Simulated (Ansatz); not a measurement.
# TaS2 (P-3m1) in Ansatz: band structure with r2SCAN

Aim: the band structure of TaS2 with r2SCAN.

Everything below comes from runs of Ansatz 0.2.0. Logs are shortened: lines on timing, memory, paths and dates and some standing lists are left out, and cuts for length are marked.

## 1. Starting point

It takes space group P-3m1 (No. 164, trigonal). Conventional cell: a = 3.350 Å, b = 3.350 Å, c = 5.860 Å, α = 90.00°, β = 90.00°, γ = 120.00°. Ta (site symmetry -3m) has 6 S at 2.43 Å as nearest neighbours. Around S (site symmetry 3m) lie 3 Ta at 2.43 Å.

## 2. Band structure, r2SCAN, spin-orbit coupling, no magnetisation

The input, input.yaml:

```yaml
crystal:
  lattice:
    - [3.35, 0.0, 0.0]
    - [-1.675, 2.9011851027, 0.0]
    - [0.0, 0.0, 5.86]
  atoms:
    - { symbol: Ta, position: [0.0, 0.0, 0.0] }
    - { symbol: S, position: [0.6666666667, 0.3333333333, 0.75] }
    - { symbol: S, position: [0.3333333333, 0.6666666667, 0.25] }
hamiltonian:
  xc: r2scan
  pseudopotentials: { kind: paw_fr }
magnetization:
  noncollinear: true
  spin_orbit: true
kpoints:
  mp_grid: { grid: [7, 7, 4] }
  band_path:
    path:
      - [[0.0, 0.0, 0.0], [0.5, 0.0, 0.0], [0.3333333333, 0.3333333333, 0.0], [0.0, 0.0, 0.0], [0.0, 0.0, 0.5], [0.5, 0.0, 0.5], [0.3333333333, 0.3333333333, 0.5], [0.0, 0.0, 0.5]]
      - [[0.5, 0.0, 0.5], [0.5, 0.0, 0.0]]
      - [[0.3333333333, 0.3333333333, 0.0], [0.3333333333, 0.3333333333, 0.5]]
    npoints: 14
scf:
  occupations: { method: fermi_dirac, width: 0.05 }
  n_extra_bands: 7
output:
  forces: true
  stress: true
  eigenvalues: true
  fatbands: true
  write_density: true
  write_potential: true
  elf: true
  volumetric_format: npy
```

Potentials or basis: Ansatz PAW.

Started as:

```
> ansatz run input.yaml --threads 2 --pin off --max-ram 5632MiB --backend cpu --events-out ev --progress --plain --runs-dir out
```

The log of the run:

```text
Warning: RAYON_NUM_THREADS=2 ignored (pool sized by the plan → 2); use --threads N
scf.n_extra_bands = 7 over 25 filled bands (N_el = 25.0): the run solves 32 bands
Engine: ansatz 0.2.0, x86_64-unknown-linux-gnu
Pseudopotentials: kind: paw_fr
Pseudopotential: Ta, paw_fr, valence charge 13, recommended cutoff 500 eV (meta_gga), Ta.paw.azcp#standard-fr
Pseudopotential: S, paw_fr, valence charge 6, recommended cutoff 500 eV (meta_gga), S.paw.azcp#standard-fr
Functional definition: r2SCAN
  parameter k0 = 0.174
  parameter k1 = 0.065
  parameter a1 = 4.9479
  exchange = r2scan_x(k0 = k0, k1 = k1, a1 = a1)
  correlation = r2scan_c
non-collinear run that drives no moment, with spin-orbit: no starting moment large enough to seed its density (crystal.atoms[].spin), no starting occupations that ask for one, no magnetisation constraint and no magnetic field, so the semilocal B_xc is pinned to zero
Crystal: 3 atoms, lattice volume = 56.953 Å³
Basis set: ecut = 500 eV, 1425 PW (Γ), exchange–correlation on 100×100×180 points (64 copies of the dense FFT grid, shifted against one another)
Bands: 32, of which v1, the nominal top of the filled ones, is band 25 counted from 1 (24 counted from 0)
Symmetry: 12 space group operations + 12 with time reversal
Magnetic group: BNS 164.86 (UNI 1316), of the structure as read, at distance tolerance 3.8e-5 Å
k-points: 28 of 196
Projection manifold: j_resolved (fully-relativistic pseudo-atomic orbitals)
Non-local potential: Ta, projectors of the file, l = 0: 3, l = 1: 4, l = 2: 4, l = 3: 2
Non-local potential: S, projectors of the file, l = 0: 2, l = 1: 4, l = 2: 4
PAW form: soft (Blöchl's): semilocal exchange-correlation on the pseudo side does not see the compensation charge
PAW frozen core: Ta, regenerated for the run's functional (the file was generated under x = pbe(κ = 0.804, μ = 0.2195149727645171), c = pbe(β = 0.06672455060314922))
PAW frozen core: S, regenerated for the run's functional (the file was generated under x = pbe(κ = 0.804, μ = 0.2195149727645171), c = pbe(β = 0.06672455060314922))
PAW one-centre angular grid: Ta, 590 points (default); XC on 160 Gauss nodes
PAW one-centre angular grid: S, 302 points (default); XC on 160 Gauss nodes
Initial density: superposition of atomic densities (chi_scale 0.1, normalization cell, long waves kept (reshape's long-wave potential 0.07 eV rms))
Initial wavefunctions: pseudopotential atomic-orbital guess
Functional: x = r2scan, c = r2scan; τ floored in thin density (d = 2e-4 eV/Å³)
SCF iter   1: F=—  HF=-11735.811526 eV  |F-HF|=—  |Δ(HF+E_count)|=         —  Δρ=5.34e-2  dr2=5.59e0  dr2_τ=3.97e-2  dr2_m=0.00e0 (ungated)  ethr=3.10e-3  |M|=0.00e0 ∫|m|=0.00e0 μB  |m|>n=0.0e0 m-floor=0.0e0 τ_xc=0.0e0  β_m=0.30  ⟨swp⟩=7.6  Hψ=2458  notcnv=0
preconditioner: auto → Kerker (q_TF=auto, 2.378 Å⁻¹)  [metal: Δε(μ)=0.045 eV  Ē_g=8.537 eV  σ=0.050 eV  W_gap=0.22  n_scr=10 (ndim 8)  ℏωp=20.3 eV  f_vac=0.000  D(μ)=2.13/eV (n_scr^D=22)]
spin=Noncollinear: Kerker preconditioning applied to the charge; magnetization (m_x, m_y, m_z) channels mix plain (no charge-response kernel on spin).
SCF iter   2: F=—  HF=-11735.389296 eV  |F-HF|=—  |Δ(HF+E_count)|=   4.22e-1  Δρ=3.79e-2  dr2=2.76e0  dr2_τ=2.48e-3  dr2_m=0.00e0 (ungated)  ethr=3.10e-3  |M|=0.00e0 ∫|m|=0.00e0 μB  |m|>n=0.0e0 m-floor=0.0e0 τ_xc=0.0e0  β_m=0.61  ⟨swp⟩=2.1  Hψ=645  notcnv=0  defer=30
SCF iter   3: F=—  HF=-11734.925547 eV  |F-HF|=—  |Δ(HF+E_count)|=   4.64e-1  Δρ=1.11e-2  dr2=3.47e-1  dr2_τ=5.76e-3  dr2_m=0.00e0 (ungated)  ethr=3.10e-3  |M|=0.00e0 ∫|m|=0.00e0 μB  |m|>n=0.0e0 m-floor=0.0e0 τ_xc=0.0e0  β_m=0.66  ⟨swp⟩=2.8  Hψ=748  notcnv=0  defer=30
SCF iter   4: F=—  HF=-11734.882804 eV  |F-HF|=—  |Δ(HF+E_count)|=   4.27e-2  Δρ=6.18e-3  dr2=3.99e-2  dr2_τ=1.30e-4  dr2_m=0.00e0 (ungated)  ethr=1.39e-3  |M|=0.00e0 ∫|m|=0.00e0 μB  |m|>n=0.0e0 m-floor=0.0e0 τ_xc=0.0e0  β_m=0.83  ⟨swp⟩=2.2  Hψ=711  notcnv=0  defer=32
SCF iter   5: F=—  HF=-11734.884197 eV  |F-HF|=—  |Δ(HF+E_count)|=   1.39e-3  Δρ=1.31e-3  dr2=2.71e-3  dr2_τ=3.10e-5  dr2_m=0.00e0 (ungated)  ethr=1.60e-4  |M|=0.00e0 ∫|m|=0.00e0 μB  |m|>n=0.0e0 m-floor=0.0e0 τ_xc=0.0e0  β_m=0.92  ⟨swp⟩=2.3  Hψ=708  notcnv=0  defer=32
SCF iter   6: F=—  HF=-11734.884411 eV  |F-HF|=—  |Δ(HF+E_count)|=   2.14e-4  Δρ=4.45e-4  dr2=1.50e-4  dr2_τ=1.77e-6  dr2_m=0.00e0 (ungated)  ethr=1.08e-5  |M|=0.00e0 ∫|m|=0.00e0 μB  |m|>n=0.0e0 m-floor=0.0e0 τ_xc=0.0e0  β_m=0.96  ⟨swp⟩=2.0  Hψ=625  notcnv=0  defer=32
SCF iter   7: F=—  HF=-11734.884451 eV  |F-HF|=—  |Δ(HF+E_count)|=   4.08e-5  Δρ=8.99e-5  dr2=6.23e-6  dr2_τ=3.32e-8  dr2_m=0.00e0 (ungated)  ethr=6.02e-7  |M|=0.00e0 ∫|m|=0.00e0 μB  |m|>n=0.0e0 m-floor=0.0e0 τ_xc=0.0e0  β_m=0.98  ⟨swp⟩=2.0  Hψ=626  notcnv=0  defer=32
SCF iter   8: F=—  HF=-11734.884456 eV  |F-HF|=—  |Δ(HF+E_count)|=   4.59e-6  Δρ=1.86e-5  dr2=2.22e-7  dr2_τ=3.16e-9  dr2_m=0.00e0 (ungated)  ethr=2.49e-8  |M|=0.00e0 ∫|m|=0.00e0 μB  |m|>n=0.0e0 m-floor=0.0e0 τ_xc=0.0e0  β_m=0.99  ⟨swp⟩=2.0  Hψ=667  notcnv=0  defer=32
SCF iter   9: F=-11734.884456 eV  HF=-11734.884456 eV  |F-HF|=4.45e-9  |Δ(HF+E_count)|=   1.30e-7  Δρ=4.86e-6  dr2=2.17e-8  dr2_τ=2.97e-10  dr2_m=0.00e0 (ungated)  ethr=4.00e-10  |M|=0.00e0 ∫|m|=0.00e0 μB  |m|>n=0.0e0 m-floor=0.0e0 τ_xc=0.0e0  ⟨swp⟩=14.3  Hψ=3447  notcnv=0
SCF 1 converged in 9 iterations: F = -11734.884456 eV  dr2 = 2.17e-8
NSCF: frozen V_eff on 129 k-points
SCF converged after 9 iterations
Magnetization: |M| = 0.0000 μB,  M = (+0.0000, +0.0000, +0.0000) μB
Absolute magnetization: 0.0000 μB (∫|m|)
  site 0: m = (+0.0000, +0.0000, +0.0000) μB, |m| = 0.0000 μB  (R = 1.00 Å)
  site 1: m = (+0.0000, +0.0000, +0.0000) μB, |m| = 0.0000 μB  (R = 1.00 Å)
  site 2: m = (+0.0000, +0.0000, +0.0000) μB, |m| = 0.0000 μB  (R = 1.00 Å)
Free energy (F): -11734.884456 eV
Harris-Foulkes:  -11734.884456 eV  (|F-HF|=4.45e-9)
Internal energy: -11734.863382 eV  (E = F + TS)
E sigma→0 (E₀):  -11734.873919 eV
Entropy (-TS):   -0.021075 eV (-7.025 meV/atom)
Fermi energy:    10.710610 eV
--- Per-component energies (eV) ---
  E_band       = -207.421671
  E_kinetic    = 584.472159
  E_local      = -1415.899757  (includes V_loc(G=0)·N_el)
  E_nonlocal   = 68.136976
  E_hartree    = 539.770846
  E_xc         = -389.477926
  E_vxc        = -413.025542  (∫ρ·V_xc dr)
  E_paw        = -9614.654207  (= ΣΔE_a)
  E_vpaw       = -130.547872  (= ΣTr[D̂ρ^β])
  E_aug_tail   = 0.000078  (compensation charges beyond the density's cutoff)
  E_vtau       = 19.898478  (kinetic-family band-sum trace: ∫τ·v_τ [+ j·A + Jᵃ·Aᵃ] dr)
  E_ewald      = -1506.209906
  E_core_change = -1.001644  (= ΣΔE_core)
  E_smearing   = -0.021075  (= −TS)
  E_closure    = -0.000000  (closes the sum)
  Σ components = -11734.884456   (vs F -11734.884456, Δ=0.00e0)
--- Forces (eV/Å), atoms counted from 1 ---
  atom   1  Ta     0.00000000     0.00000000     0.00000000
  atom   2  S     -0.00000000     0.00000000    -0.95508337
  atom   3  S      0.00000000     0.00000000     0.95508337
  max |Σ_I F_I| component: 2.22e-16 eV/Å
--- Stress (GPa, compression-positive) ---
        6.971102      -0.000000       0.000000
       -0.000000       6.971102       0.000000
        0.000000       0.000000       9.085080
  P = ⅓ Tr σ = 7.6758 GPa (76.758 kbar)
--- Band table (eV; the first three rows and the last of 28) ---
  k-point 0: bands = ["-59.9103", "-59.9103", "-32.1162", "-32.1162", "-23.4847", "-23.4847", "-23.4178", "-23.4178", "-5.2981", "-5.2981", "-3.1514", "-3.1514", "3.3424", "3.3424", "6.0280", "6.0280", "6.1140", "6.1140", "9.0773", "9.0773", "9.5986", "9.5986", "9.7330", "9.7330", "10.6081", "10.6081", "10.7196", "10.7196", "11.1373", "11.1373", "14.8658", "14.8658"]
  k-point 1: bands = ["-59.9103", "-59.9103", "-32.1162", "-32.1162", "-23.4848", "-23.4848", "-23.4178", "-23.4178", "-5.1777", "-5.1777", "-3.3913", "-3.3913", "3.8782", "3.8782", "6.0425", "6.0425", "6.1293", "6.1293", "7.9398", "7.9398", "9.5157", "9.5157", "9.6598", "9.6598", "10.6643", "10.6643", "10.7043", "10.7043", "11.7204", "11.7204", "15.0753", "15.0753"]
  k-point 2: bands = ["-59.9102", "-59.9102", "-32.1162", "-32.1162", "-23.4849", "-23.4849", "-23.4178", "-23.4178", "-5.0243", "-5.0243", "-3.6550", "-3.6550", "4.6570", "4.6570", "6.0574", "6.0574", "6.1454", "6.1454", "6.8148", "6.8148", "9.4471", "9.4471", "9.5892", "9.5892", "10.6607", "10.6607", "10.6887", "10.6887", "12.0683", "12.0683", "15.2983", "15.2983"]
  k-point 27: bands = ["-59.8944", "-59.8944", "-32.1824", "-32.1824", "-23.6953", "-23.6953", "-23.5037", "-23.5037", "-3.2401", "-3.2401", "-2.9949", "-2.9949", "4.3017", "4.3017", "4.6945", "4.6945", "5.5734", "5.5734", "6.3068", "6.3068", "6.8810", "6.8810", "7.1425", "7.1425", "11.6235", "11.6235", "11.8887", "11.8887", "13.1733", "13.1733", "15.0308", "15.0308"]
```

It took 30 s on 2 threads of AMD EPYC 9R14 (Zen 4), shared host; peak memory 0.75 GiB.

What came out:

* Free energy: -11734.8845 eV
* Pressure: 7.7 GPa
* Largest force: 0.955 eV/Å
* Band gap on the k mesh: none (metal or under the smearing width)

Forces on the atoms (eV/Å):
```
Ta   0.000  0.000  0.000
S    0.000  0.000 -0.955
S    0.000  0.000  0.955
```

Levels at the corners of the path, in eV from the Fermi level:
| point | band 22 | band 23 | band 24 | band 25 | band 26 | band 27 | band 28 | band 29 | band 30 | band 31 |
| --- | --- | --- | --- | --- | --- | --- | --- | --- | --- | --- |
| Γ | -1.11 | -0.98 | -0.98 | -0.10 | -0.10 | 0.01 | 0.01 | 0.43 | 0.43 | 4.16 |
| M | -3.82 | -2.58 | -2.58 | -0.84 | -0.84 | 2.48 | 2.48 | 3.21 | 3.21 | 4.73 |
| K | -4.11 | -3.51 | -3.51 | 1.24 | 1.24 | 2.04 | 2.04 | 2.36 | 2.36 | 4.26 |
| Γ | -1.11 | -0.98 | -0.98 | -0.10 | -0.10 | 0.01 | 0.01 | 0.43 | 0.43 | 4.16 |
| A | -1.26 | -1.12 | -1.12 | -0.05 | -0.05 | -0.02 | -0.02 | 1.36 | 1.36 | 4.59 |
| L | -2.63 | -2.24 | -2.24 | -1.28 | -1.28 | 2.48 | 2.48 | 3.20 | 3.20 | 4.62 |
| H | -3.89 | -3.89 | -3.89 | 1.29 | 1.29 | 1.41 | 1.41 | 1.72 | 1.72 | 5.19 |
| A | -1.26 | -1.12 | -1.12 | -0.05 | -0.05 | -0.02 | -0.02 | 1.36 | 1.36 | 4.59 |
| L | -2.63 | -2.24 | -2.24 | -1.28 | -1.28 | 2.48 | 2.48 | 3.20 | 3.20 | 4.62 |
| M | -3.82 | -2.58 | -2.58 | -0.84 | -0.84 | 2.48 | 2.48 | 3.21 | 3.21 | 4.73 |
| K | -4.11 | -3.51 | -3.51 | 1.24 | 1.24 | 2.04 | 2.04 | 2.36 | 2.36 | 4.26 |
| H | -3.89 | -3.89 | -3.89 | 1.29 | 1.29 | 1.41 | 1.41 | 1.72 | 1.72 | 5.19 |

Caveat: the PAW data sets come from PBE, with cores solved anew for the run's functional, which leaves a small shift of forces and pressure.
